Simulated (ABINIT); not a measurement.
# Dy (P6_3/mmc) in ABINIT: notebook

One crystal, Dy, is run at these levels: PBE; tasks: relaxation of cell and atoms, single point.

Everything below comes from runs of ABINIT 10.8.3 (patched build). Logs are shortened: lines on timing, memory, paths and dates and some standing lists are left out, and cuts for length are marked. The log counts tension as positive stress, the text compression.

**1. The structure**

The structure is hexagonal, space group P6_3/mmc (No. 194). Conventional cell: a = 3.590 Å, b = 3.590 Å, c = 5.647 Å, α = 90.00°, β = 90.00°, γ = 120.00°. Dy (site symmetry -6m2) is surrounded by 12 Dy at 3.50 to 3.59 Å.

**2. Relaxation of cell and atoms, PBE, collinear spin, ferromagnetic start**

run.abi reads:

```
# Pseudopotentials
pp_dirpath "./"
pseudos "Dy.GGA_PBE-JTH.xml"

# Structure
acell 3.5903 3.5903 5.6475 Angstrom
rprim
     1.0000000000     0.0000000000     0.0000000000
    -0.5000000000     0.8660254038     0.0000000000
     0.0000000000     0.0000000000     1.0000000000
ntypat 1
znucl 66
natom 2
typat 1 1
chkprim 0
chksymtnons 0
tolsym 1.0e-6
xred
            2/3            1/3            3/4
            1/3            2/3            1/4

# Plane-wave basis
ecut 20.0
pawecutdg 40.0
pawxcdev 0
ecutsm 0.5

# k points
kptopt 1
ngkpt 7 7 4
nshiftk 1
shiftk 0.0 0.0 0.0

# Exchange and correlation
ixc 11

# Bands and occupations
nband 30
occopt 3
tsmear 0.00183747

# Spin
nsppol 2
spinat
     0.0000000000     0.0000000000     5.0000000000
     0.0000000000     0.0000000000     5.0000000000

# SCF cycle
nstep 80
tolvrs 1.0e-10

# Output
iomode 3
prteig 0
prtebands 0
prtwf 0
prtden 0

# Relaxation
ionmov 2
optcell 2
ntime 50
tolmxf 2.0e-5
dilatmx 1.08
```

Potentials or basis: JTH PAW PBE v2.0.

Run with:

```console
mpirun --bind-to none -np 4 abinit run.abi > log 2>&1
```

run.abo:

```text
.Version 10.8.3 of ABINIT
 Symmetries : space group P6_3/m m c (#194); Bravais hP (primitive hexag.)
================================================================================
 Values of the parameters that define the memory need of the present run
     intxc =       0    ionmov =       2      iscf =      17    lmnmax =      32
     lnmax =       8     mgfft =      48  mpssoang =       4    mqgrid =    3282
     natom =       2  nloc_mem =       2    nspden =       2   nspinor =       1
    nsppol =       2      nsym =      24    n1xccc =       1    ntypat =       1
    occopt =       3   xclevel =       2
       mpw =        2305          nfft =       43200          nkpt =          24
Pmy_natom=         1
 PAW method is used; the additional fine FFT grid is defined by:
   mgfftf=        72    nfftf =    145800
================================================================================
================================================================================

--------------------------------------------------------------------------------
------------- Echo of variables that govern the present computation ------------
--------------------------------------------------------------------------------
 -outvars: echo values of preprocessed input variables --------
            acell      6.7846837098E+00  6.7846837098E+00  1.0672228296E+01 Bohr
              amu      1.62500000E+02
          chkprim           0
      chksymtnons           0
          dilatmx      1.08000000E+00
             ecut      2.00000000E+01 Hartree
           ecutsm      5.00000000E-01 Hartree
           ionmov           2
              ixc          11
         kptrlatt        7    0    0      0    7    0      0    0    4
          kptrlen      4.26889132E+01
            natom           2
            nband          30
            ngfft          30      30      48
          ngfftdg          45      45      72
             nkpt          24
           nspden           2
           nsppol           2
            nstep          80
             nsym          24
            ntime          50
           ntypat           1
           occopt           3
          optcell           2
        pawecutdg      4.00000000E+01 Hartree
         pawxcdev           0
           prtden           0
        prtebands           0
           prteig           0
            prtwf           0
            rprim      1.0000000000E+00  0.0000000000E+00  0.0000000000E+00
                      -5.0000000000E-01  8.6602540380E-01  0.0000000000E+00
                       0.0000000000E+00  0.0000000000E+00  1.0000000000E+00
          spgroup         194
           spinat      0.0000000000E+00  0.0000000000E+00  5.0000000000E+00
                       0.0000000000E+00  0.0000000000E+00  5.0000000000E+00
           tolmxf      2.00000000E-05
           tolsym      1.00000000E-06
           tolvrs      1.00000000E-10
           tsmear      1.83747000E-03 Hartree
            typat      1  1
           useylm           1
           xangst      1.7951500000E+00  1.0364303358E+00  4.2356250000E+00
                      -3.0143578472E-16  2.0728606715E+00  1.4118750000E+00
            xcart      3.3923418549E+00  1.9585694832E+00  8.0041712220E+00
                      -5.6963107767E-16  3.9171389663E+00  2.6680570740E+00
             xred      6.6666666667E-01  3.3333333333E-01  7.5000000000E-01
                       3.3333333333E-01  6.6666666667E-01  2.5000000000E-01
            znucl       66.00000

================================================================================

 chkinp: Checking input parameters for consistency.

================================================================================
== DATASET  1 ==================================================================

--- !DatasetInfo
iteration_state: {dtset: 1, }
dimensions: {natom: 2, nkpt: 24, mband: 30, nsppol: 2, nspinor: 1, nspden: 2, mpw: 2305, }
cutoff_energies: {ecut:  20.0, pawecutdg:  40.0, }
electrons: {nelect:   4.00000000E+01, charge:   0.00000000E+00, occopt:   3.00000000E+00, tsmear:   1.83747000E-03, }
meta: {optdriver: 0, ionmov: 2, optcell: 2, iscf: 17, paral_kgb: 0, }
...

 Exchange-correlation functional for the present dataset will be:
  GGA: Perdew-Burke-Ernzerhof functional - ixc=11
  J.P.Perdew, K.Burke, M.Ernzerhof, PRL 77, 3865 (1996)

 Real(R)+Recip(G) space primitive vectors, cartesian coordinates (Bohr,Bohr^-1):
 R(1)=  6.7846837  0.0000000  0.0000000  G(1)=  0.1473908  0.0850961  0.0000000
 R(2)= -3.3923419  5.8757084  0.0000000  G(2)=  0.0000000  0.1701922  0.0000000
 R(3)=  0.0000000  0.0000000 10.6722283  G(3)=  0.0000000  0.0000000  0.0937011
 Unit cell volume ucvol=  4.2544650E+02 bohr^3
 Angles (23,13,12)=  9.00000000E+01  9.00000000E+01  1.20000000E+02 degrees

 Coarse grid specifications (used for wave-functions):

 getcut: wavevector=  0.0000  0.0000  0.0000  ngfft=  30  30  48
         ecut(hartree)=     23.328   => boxcut(ratio)=   2.03521

 Fine grid specifications (used for densities):

 getcut: wavevector=  0.0000  0.0000  0.0000  ngfft=  45  45  72
         ecut(hartree)=     46.656   => boxcut(ratio)=   2.10913

--- Pseudopotential description ------------------------------------------------
- pspini: atom type   1  psp file is ./Dy.GGA_PBE-JTH.xml
 Pseudopotential format is: paw10
 basis_size (lnmax)=  8 (lmn_size= 32), orbitals=   0   0   1   1   2   2   3   3
 Spheres core radius: rc_sph= 2.51562577
 Shapefunction is SIN type: shapef(r)=[sin(pi*r/rshp)/(pi*r/rshp)]**2
 Radius for shape functions =  2.30207917
 Compensation charge density is not taken into account in XC energy/potential

   6.69970125E+03                                ecore*ucvol(ha*bohr**3)
--------------------------------------------------------------------------------

================================================================================

=== [ionmov= 2] Broyden-Fletcher-Goldfarb-Shanno method (forces)
================================================================================

--- Iteration: ( 1/50) Internal Cycle: (1/1)
--------------------------------------------------------------------------------

---SELF-CONSISTENT-FIELD CONVERGENCE--------------------------------------------

--- !BeginCycle
iteration_state: {dtset: 1, itime: 1, icycle: 1, }
solver: {iscf: 17, nstep: 80, nline: 4, wfoptalg: 10, }
tolerances: {tolvrs: 1.00E-10, }
...
[... 1023 lines left out ...]
  6.83108642346907E+00  0.00000000000000E+00  0.00000000000000E+00
 -3.41554321173454E+00  5.91589437827750E+00  0.00000000000000E+00
  0.00000000000000E+00  0.00000000000000E+00  1.10300626039105E+01
 Unitary Cell Volume (ucvol) [Bohr^3]=  4.45746732992859E+02
 Angles (23,13,12)= [degrees]
  9.00000000000000E+01  9.00000000000000E+01  1.19999999999554E+02
 Lengths [Bohr]
  6.83108642346907E+00  6.83108642356113E+00  1.10300626039105E+01
 Stress tensor in cartesian coordinates (strten) [Ha/bohr^3]
 -1.32568162419799E-08  0.00000000000000E+00  0.00000000000000E+00
  0.00000000000000E+00 -1.32580280226557E-08  0.00000000000000E+00
  0.00000000000000E+00  0.00000000000000E+00  2.75072830832612E-08
 Total energy (etotal) [Ha]= -2.99657868001726E+02

 Difference of energy with previous step (new-old):
           Absolute (Ha)= 4.26329E-07
           Relative     = 1.42272E-09

 At Broyd/MD step   9, gradients are converged :
  max grad (force/stress) = 2.7507E-06 < tolmxf= 2.0000E-05 ha/bohr (free atoms)

================================================================================

 ----iterations are completed or convergence reached----

 Mean square residual over all n,k,spin=   92.665E-09; max=  13.327E-05
 reduced coordinates (array xred) for    2 atoms
       0.666666666667      0.333333333333      0.750000000000
       0.333333333333      0.666666666667      0.250000000000
 rms dE/dt=  2.1986E-28; max dE/dt=  2.6926E-28; dE/dt below (all hartree)
    1      -0.000000000000      0.000000000000      0.000000000000
    2       0.000000000000     -0.000000000000     -0.000000000000

 cartesian coordinates (angstrom) at end:
    1      1.80742762927818     1.04351882832327     4.37764332064730
    2     -0.00000000000000     2.08703765664655     1.45921444021577

 cartesian forces (hartree/bohr) at end:
    1      0.00000000000000    -0.00000000000000    -0.00000000000000
    2     -0.00000000000000     0.00000000000000     0.00000000000000
 frms,max,avg= 2.6278408E-29 3.9417525E-29   0.000E+00  0.000E+00  0.000E+00 h/b

 cartesian forces (eV/Angstrom) at end:
    1      0.00000000000000    -0.00000000000000    -0.00000000000000
    2     -0.00000000000000     0.00000000000000     0.00000000000000
 frms,max,avg= 1.3512901E-27 2.0269307E-27   0.000E+00  0.000E+00  0.000E+00 e/A
 length scales=  6.831086423469  6.831086423561 11.030062603911 bohr
              =  3.614855258556  3.614855258605  5.836857760863 angstroms
 Fermi (or HOMO) energy (hartree) =   0.10956   Average Vxc (hartree)=  -0.35093
 Magnetization (Bohr magneton)=  9.75684539E+00
 Total spin up =  2.48784227E+01   Total spin down =  1.51215773E+01
 Eigenvalues (hartree) for nkpt=  24  k points, SPIN UP:
 kpt#   1, nband= 30, wtk=  0.00510, kpt=  0.0000  0.0000  0.0000 (reduced coord)
  -1.63143   -1.62967   -0.75570   -0.73348   -0.73288   -0.73288   -0.72976   -0.72976
  -0.07774   -0.02615   -0.02615   -0.02411   -0.02411   -0.01857   -0.01857   -0.01774
  -0.01774   -0.01527   -0.01510    0.00355    0.00498    0.00501    0.00714    0.03080
   0.14362    0.18049    0.18049    0.18334    0.20332    0.20332
      occupation numbers for kpt#   1
   1.00000    1.00000    1.00000    1.00000    1.00000    1.00000    1.00000    1.00000
   1.00000    1.00000    1.00000    1.00000    1.00000    1.00000    1.00000    1.00000
   1.00000    1.00000    1.00000    1.00000    1.00000    1.00000    1.00000    1.00000
   0.00000    0.00000    0.00000    0.00000    0.00000    0.00000
 prteigrs : prtvol=0 or 1, do not print more k-points.

 Eigenvalues (hartree) for nkpt=  24  k points, SPIN DOWN:
 kpt#   1, nband= 30, wtk=  0.00510, kpt=  0.0000  0.0000  0.0000 (reduced coord)
  -1.55431   -1.55224   -0.70025   -0.67662   -0.67662   -0.67441   -0.67310   -0.67310
  -0.06363    0.04429    0.08849    0.09252    0.09756    0.09974    0.11083    0.11083
   0.11255    0.11255    0.13445    0.13445    0.13791    0.13791    0.14698    0.14728
   0.16439    0.20184    0.20184    0.20408    0.22649    0.22649
      occupation numbers for kpt#   1
   1.00000    1.00000    1.00000    1.00000    1.00000    1.00000    1.00000    1.00000
   1.00000    1.00000    0.99999    0.99991    0.99855    0.99525    0.33312    0.33312
   0.16445    0.16445    0.00000    0.00000    0.00000    0.00000    0.00000    0.00000
   0.00000    0.00000    0.00000    0.00000    0.00000    0.00000
 prteigrs : prtvol=0 or 1, do not print more k-points.

--- !EnergyTerms
iteration_state     : {dtset: 1, itime: 9, icycle: 1, }
comment             : Components of total free energy in Hartree
kinetic             :  2.29875124902259E+01
hartree             :  7.73288647510844E+01
xc                  : -1.09096042814331E+01
Ewald energy        : -1.90540134617844E+02
psp_core            :  1.50302868216877E+01
local_psp           : -1.71664673071588E+02
PAW spherical_terms : -4.18859149659988E+01
internal            : -2.99653662873866E+02
'-kT*entropy'       : -4.20663650522817E-03
total_energy        : -2.99657869510372E+02
total_energy_eV     : -8.15410602889449E+03
...

--- !EnergyTermsDC
iteration_state     : {dtset: 1, itime: 9, icycle: 1, }
comment             : '"Double-counting" decomposition of free energy'
band_energy         : -1.43164301286156E+01
Ewald energy        : -1.90540134617844E+02
psp_core            :  1.50302868216877E+01
xc_dc               : -7.40326546710024E+01
PAW spherical_terms : -3.57947287694459E+01
internal            : -2.99653661365220E+02
'-kT*entropy'       : -4.20663650522817E-03
total_energy_dc     : -2.99657868001726E+02
total_energy_dc_eV  : -8.15410598784215E+03
...

--- !EnergyTermsWithPAWCore
iteration_state     : {dtset: 1, itime: 9, icycle: 1, }
comment             : 'Components of total free energy, including PAW core contributions'
Total energy        : -2.43149656924271E+04
Total energy DC     : -2.43149656909185E+04
Total energy (eV)   : -6.61643923014411E+05
Total energy DC (eV): -6.61643922973359E+05
...

 Cartesian components of stress tensor (hartree/bohr^3)
  sigma(1 1)= -1.32568162E-08  sigma(3 2)=  0.00000000E+00
  sigma(2 2)= -1.32580280E-08  sigma(3 1)=  0.00000000E+00
  sigma(3 3)=  2.75072831E-08  sigma(2 1)=  0.00000000E+00

-Cartesian components of stress tensor (GPa)         [Pressure= -9.7329E-06 GPa]
- sigma(1 1)= -3.90029000E-04  sigma(3 2)=  0.00000000E+00
- sigma(2 2)= -3.90064651E-04  sigma(3 1)=  0.00000000E+00
- sigma(3 3)=  8.09292209E-04  sigma(2 1)=  0.00000000E+00

== END DATASET(S) ==============================================================
================================================================================

 -outvars: echo values of variables after computation  --------
            acell      6.8310864235E+00  6.8310864236E+00  1.1030062604E+01 Bohr
           etotal     -2.9965786800E+02
            fcart      3.9417525357E-29 -2.2757718875E-29 -9.5358891247E-32
                      -3.9417525357E-29  2.2757718875E-29  9.5358891247E-32
            rprim      1.0000000000E+00  0.0000000000E+00  0.0000000000E+00
                      -4.9999999999E-01  8.6602540379E-01  0.0000000000E+00
                       0.0000000000E+00  0.0000000000E+00  1.0000000000E+00
           strten     -1.3256816242E-08 -1.3258028023E-08  2.7507283083E-08
                       0.0000000000E+00  0.0000000000E+00  0.0000000000E+00
           xangst      1.8074276293E+00  1.0435188283E+00  4.3776433206E+00
                      -2.2355618518E-16  2.0870376566E+00  1.4592144402E+00
             xred      6.6666666667E-01  3.3333333333E-01  7.5000000000E-01
                       3.3333333333E-01  6.6666666667E-01  2.5000000000E-01
 Calculation completed.
```

It took 4 min on 4 MPI ranks of AMD EPYC 9R45 (Zen 5), shared host; peak memory 0.76 GiB.

Results:

* Free energy: -8154.1060 eV
* Relaxed volume: 33.03 Å³/atom
* Relaxed cell: a = 3.615 Å, b = 3.615 Å, c = 5.837 Å, α = 90.00°, β = 90.00°, γ = 120.00°
* Space group after relaxing (to 0.05 Å): P6_3/mmc (No. 194)
* Energy gained by relaxing: 10.5 meV/atom
* Ionic steps: 9
* Pressure after relaxing: 0.0 GPa
* Band gap on the k mesh: none (metal or under the smearing width)
* Net moment: 9.76 μB per cell
* Site moments: Dy +4.73 μB

Step by step:
```csv
step,energy change (eV),largest force (eV/Å),pressure (GPa),volume (Å³)
1,0.0000,0.0000,1.37,63.04
2,-0.0030,0.0000,1.25,63.31
3,-0.0203,0.0000,-0.06,66.25
4,-0.0204,0.0000,-0.09,66.32
5,-0.0208,0.0000,-0.13,66.40
6,-0.0210,0.0000,-0.11,66.33
7,-0.0210,0.0000,-0.04,66.15
8,-0.0209,0.0000,0.00,66.06
9,-0.0209,0.0000,0.00,66.05
```

Final structure:
```cif
data_structure
_symmetry_space_group_name_H-M 'P 1'
_symmetry_Int_Tables_number 1
_cell_length_a 3.6149
_cell_length_b 3.6149
_cell_length_c 5.8369
_cell_angle_alpha 90.000
_cell_angle_beta 90.000
_cell_angle_gamma 120.000
_cell_volume 66.05
loop_
_atom_site_label
_atom_site_type_symbol
_atom_site_fract_x
_atom_site_fract_y
_atom_site_fract_z
_atom_site_occupancy
Dy1 Dy 0.66667 0.33333 0.75000 1
Dy2 Dy 0.33333 0.66667 0.25000 1
```

Caveat: the magnetic or orbital state may not be the lowest; spin-orbit coupling is left out, which moves the levels of the heavy elements. PBE usually gives volumes a little too large and moduli too small.

**3. Single point, PBE, collinear spin, ferromagnetic start (cell relaxed)**

run.abi reads:

```
# Pseudopotentials
pp_dirpath "./"
pseudos "Dy.GGA_PBE-JTH.xml"

# Structure
acell 3.61485526 3.6148552633 5.83685776 Angstrom
rprim
     1.0000000000     0.0000000000     0.0000000000
    -0.4999999995     0.8660254040     0.0000000000
     0.0000000000     0.0000000000     1.0000000000
ntypat 1
znucl 66
natom 2
typat 1 1
xred
     0.6666666700     0.3333333300     0.7500000000
     0.3333333300     0.6666666700     0.2500000000
chkprim 0
chksymtnons 0
tolsym 1.0e-6

# Plane-wave basis
ecut 20.0
pawecutdg 40.0
pawxcdev 0

# k points
kptopt 1
ngkpt 7 7 4
nshiftk 1
shiftk 0.0 0.0 0.0

# Exchange and correlation
ixc 11

# Bands and occupations
nband 30
occopt 3
tsmear 0.05 eV

# Spin
nsppol 2
spinat
     0.0000000000     0.0000000000     5.0000000000
     0.0000000000     0.0000000000     5.0000000000

# SCF cycle
nstep 100
tolvrs 1.0e-9

# Output
iomode 3
prtwf 0
prtden 0
prteig 0
prtebands 0
enunit 2
```

Potentials or basis: JTH PAW PBE v2.0.

Run with:

```console
mpirun --bind-to none -np 4 abinit run.abi > log 2>&1
```

Wall time 45 s (4 MPI ranks of AMD EPYC 9R45 (Zen 5), shared host); peak memory 0.64 GiB.

Results (log left out):

```
Free energy                                           : -8154.0245 eV
Pressure                                              : 1.3 GPa
Band gap on the k mesh                                : none (metal or under the smearing width)
Net moment                                            : 10.07 μB per cell
Site moments                                          : Dy +4.76 μB
Valence electrons inside the program's atomic spheres : Dy 17.62 (radii [1.3312] Å)
```

Stress tensor (GPa, compression positive):
```
1.42 0.00 0.00
0.00 1.42 0.00
0.00 0.00 1.05
```

Levels at points of the mesh, in eV from the Fermi level:
Spin up:
```
           k point  band 21  band 22  band 23  band 24  band 25  band 26  band 27  band 28  band 29  band 30
(0.00, 0.00, 0.00)    -2.65    -2.64    -2.63    -2.25     0.88     1.89     1.89     2.01     2.51     2.51
(0.00, 0.00, 0.50)    -2.67    -2.67    -2.63    -2.63     0.90     0.90     1.82     1.82     1.82     1.82
```
Spin down:
```
           k point  band 13  band 14  band 15  band 16  band 17  band 18  band 19  band 20
(0.00, 0.00, 0.00)     0.01     0.01     0.02     0.02     0.63     0.63     0.65     0.68
(0.00, 0.00, 0.50)    -0.03    -0.03     0.02     0.02     0.66     0.66     0.68     0.68
```

Caveat: the magnetic or orbital state may not be the lowest; spin-orbit coupling is left out, which moves the levels of the heavy elements. The state reached can hang on the start; a lower one may exist.
